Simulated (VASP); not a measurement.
Set up this calculation in VASP 6.6.1, as the native input.

* Task: band structure
* Functional: PBEsol
* Potentials or basis: VASP PAW PBE potentials, release 64 (F, Li_sv)
* Cutoff: 520 eV
* k mesh: 12 × 12 × 12
* Occupations: gaussian, width 0.02 eV
* Spin: no spin polarisation
* Ladder: free
* Further INCAR settings: ALGO = Normal; EDIFF = 1e-06; NBANDS = 12

LiF (Griceite):

```
F Li
1.0
     0.00000    2.01400    2.01400
     2.01400    0.00000    2.01400
     2.01400    2.01400    0.00000
F Li
1 1
Direct
  0.50000 0.50000 0.50000
  0.00000 0.00000 0.00000
```

One way to write it, as run:

POSCAR

```
LiF
1.0
    0.0000000000      2.0140000000      2.0140000000
    2.0140000000      0.0000000000      2.0140000000
    2.0140000000      2.0140000000      0.0000000000
F Li
1 1
Direct
    0.5000000000      0.5000000000      0.5000000000
    0.0000000000      0.0000000000      0.0000000000
```

INCAR.step1

```
SYSTEM = LiF
  PREC = Accurate
  ENCUT = 520
  EDIFF = 1E-6
  ISMEAR = 0
  SIGMA = 0.02
  LREAL = .False.
  LASPH = .True.
  NELM = 60
  ALGO = Normal
  ISIF = 2
  LWAVE = .False.
  LCHARG = .True.
  GGA = PS
  NBANDS = 12
```

KPOINTS.step1

```
Automatic mesh
0
Gamma
  12 12 12
  0 0 0
```

INCAR.step2

```
SYSTEM = LiF
  PREC = Accurate
  ENCUT = 520
  EDIFF = 1E-6
  ISMEAR = 0
  SIGMA = 0.05
  LREAL = .False.
  LASPH = .True.
  NELM = 60
  ALGO = Normal
  ISIF = 2
  LWAVE = .False.
  LCHARG = .False.
  GGA = PS
  NBANDS = 12
  ICHARG = 11
```

KPOINTS.step2

```
path GXWKGLUWLK,UX
10
line-mode
reciprocal
 0.0000000000  0.0000000000  0.0000000000  G
 0.5000000000  0.0000000000  0.5000000000  X

 0.5000000000  0.0000000000  0.5000000000  X
 0.5000000000  0.2500000000  0.7500000000  W

 0.5000000000  0.2500000000  0.7500000000  W
 0.3750000000  0.3750000000  0.7500000000  K

 0.3750000000  0.3750000000  0.7500000000  K
 0.0000000000  0.0000000000  0.0000000000  G

 0.0000000000  0.0000000000  0.0000000000  G
 0.5000000000  0.5000000000  0.5000000000  L

 0.5000000000  0.5000000000  0.5000000000  L
 0.6250000000  0.2500000000  0.6250000000  U

 0.6250000000  0.2500000000  0.6250000000  U
 0.5000000000  0.2500000000  0.7500000000  W

 0.5000000000  0.2500000000  0.7500000000  W
 0.5000000000  0.5000000000  0.5000000000  L

 0.5000000000  0.5000000000  0.5000000000  L
 0.3750000000  0.3750000000  0.7500000000  K

 0.6250000000  0.2500000000  0.6250000000  U
 0.5000000000  0.0000000000  0.5000000000  X
```

Potentials or basis: VASP PAW PBE potentials, release 64 (F, Li_sv).

Run with:

```console
$ cat potpaw_PBE.64/F/POTCAR potpaw_PBE.64/Li_sv/POTCAR > POTCAR
$ cp INCAR.step1 INCAR
$ cp KPOINTS.step1 KPOINTS
$ mpirun -np 1 vasp_std > vasp.out
$ cp INCAR.step2 INCAR
$ cp KPOINTS.step2 KPOINTS
$ mpirun -np 1 vasp_std > vasp.out
```

It gave:

```
Band gap on the k mesh  : 8.92 eV, direct
Band gap along the path : 8.91 eV, direct
```

Caveat: the log is that of the step along the path at fixed density, whose energy, stress, charges and moments have no meaning.

Run time: 11 s on 1 thread of Intel(R) Xeon(R) Platinum 8559C (Emerald Rapids), with other jobs on the host, peak memory 0.14 GiB.
